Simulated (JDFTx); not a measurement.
KCl (Sylvite) under changes of volume

One of the cells (31.151 Å³/atom); the others are scaled copies at fixed shape and fractional positions:

```
K Cl
1.0
     0.00000    3.14647    3.14647
     3.14647    0.00000    3.14647
     3.14647    3.14647    0.00000
K Cl
1 1
Direct
  0.00000 0.00000 0.00000
  0.50000 0.50000 0.50000
```

```yaml
Program: JDFTx 1.7.0 (patched build)
Functional: PBE
Potentials_or_basis: PseudoDojo-SR-PBE-0.5-standard
Cutoff: 1007 eV
Density_cutoff: 4027 eV
k_mesh: 7 × 7 × 7
Occupations: fermi-dirac, width 0.05 eV
Spin: no spin polarisation
```

```tsv
volume (Å³/atom)	energy over the lowest point (meV/atom)	pressure (GPa)	gap on the mesh (eV)
29.282	19.35	2.1	5.41
29.905	12.01	1.6	5.33
30.528	6.60	1.2	5.26
31.151	2.92	0.7	5.19
31.774	?	?	?
32.397	0.00	0.0	5.06
33.020	0.46	-0.3	4.99
```

**Question.** What does the run at 31.774 Å³/atom give?

**Answer.** Energy over the lowest point 0.77 meV/atom; pressure 0.4 GPa; gap on the mesh 5.12 eV.

Worked out: A Birch-Murnaghan fit of order 3 (a polynomial in V^(-2/3)) to the other rows has its minimum at 32.47 Å³/atom with B0 = V·E''(V) = 16.2 GPa and B' = 4.9. It gives 0.77 meV/atom at 31.774 Å³/atom, against the run's 0.77, and -dE/dV = 0.4 GPa, against 0.4. A straight line through the other rows of the gap, of slope -3.46 eV per unit of ln V (its deformation potential), gives 5.12 eV, against the run's 5.12.

Energies are extrapolated to zero smearing.

Caveats: the empty levels aren't tightly converged; an odd mesh through Γ misses points on the zone boundary, where band edges often lie (some runs).
